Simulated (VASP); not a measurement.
Wanted: an ASE script for a VASP 6.6.1 run.

* Task: single point
* Functional: PBE
* Potentials or basis: VASP PAW PBE potentials, release 64 (Ag_GW, Br_GW)
* Cutoff: 550 eV
* k mesh: 8 × 8 × 8
* Occupations: gaussian, width 0.1 eV
* Spin: no spin polarisation
* Further INCAR settings: ALGO = Normal; EDIFF = 1.00e-07; NBANDS = 16

The structure of AgBr lies in AgBr.cif:

```cif
data_AgBr
_cell_length_a 4.05900506
_cell_length_b 4.05900506
_cell_length_c 4.05900506
_cell_angle_alpha 60.00000000
_cell_angle_beta 60.00000000
_cell_angle_gamma 60.00000000
_space_group_name_H-M_alt 'P1'
_space_group_name_Hall 'P 1'
_space_group_IT_number 1
loop_
_space_group_symop_operation_xyz
'x,y,z'
loop_
_atom_site_label
_atom_site_type_symbol
_atom_site_symmetry_multiplicity
_atom_site_Wyckoff_symbol
_atom_site_fract_x
_atom_site_fract_y
_atom_site_fract_z
_atom_site_occupancy
Ag1 Ag 1 a 0.0000000000 0.0000000000 0.0000000000 1
Br1 Br 1 a 0.5000000000 0.5000000000 0.5000000000 1
```

One way to write it, as run:

run.py

```python
from ase.calculators.vasp import Vasp
from ase.dft.bandgap import bandgap
from ase.io import read

atoms = read('AgBr.cif')
calc = Vasp(
    directory='calc',
    xc='pbe',
    pp='PBE',
    setups={'base': 'minimal', 'Ag': '_GW', 'Br': '_GW'},
    prec='Accurate',
    encut=550,
    ediff=1e-07,
    ismear=0,
    sigma=0.1,
    lreal=False,
    lasph=True,
    nelm=80,
    algo='Normal',
    isif=2,
    lwave=False,
    lcharg=True,
    lelf=True,
    lvhar=True,
    kpts=[8, 8, 8],
    gamma=True,
    nbands=16,
)
atoms.calc = calc

print('energy (eV):', atoms.get_potential_energy())
print('free energy (eV):', atoms.get_potential_energy(force_consistent=True))
print('forces (eV/A):')
print(atoms.get_forces())
print('stress (eV/A^3, Voigt):', atoms.get_stress())
print('Fermi level (eV):', calc.get_fermi_level())
gap, top, bottom = bandgap(calc)
print('band gap (eV):', gap, 'from (spin, k, band)', top, 'to', bottom)
```

Potentials or basis: VASP PAW PBE potentials, release 64 (Ag_GW, Br_GW).

Command:

```sh
$ python run.py
```

Results of the run:

```yaml
Pressure: 2.2 GPa
Band_gap_on_the_k_mesh: 0.66 eV, indirect (least direct gap 2.60 eV)
```

It took 26 s on 1 thread of Intel(R) Xeon(R) 6975P-C (Granite Rapids), with other jobs on the host, peak memory 0.19 GiB.
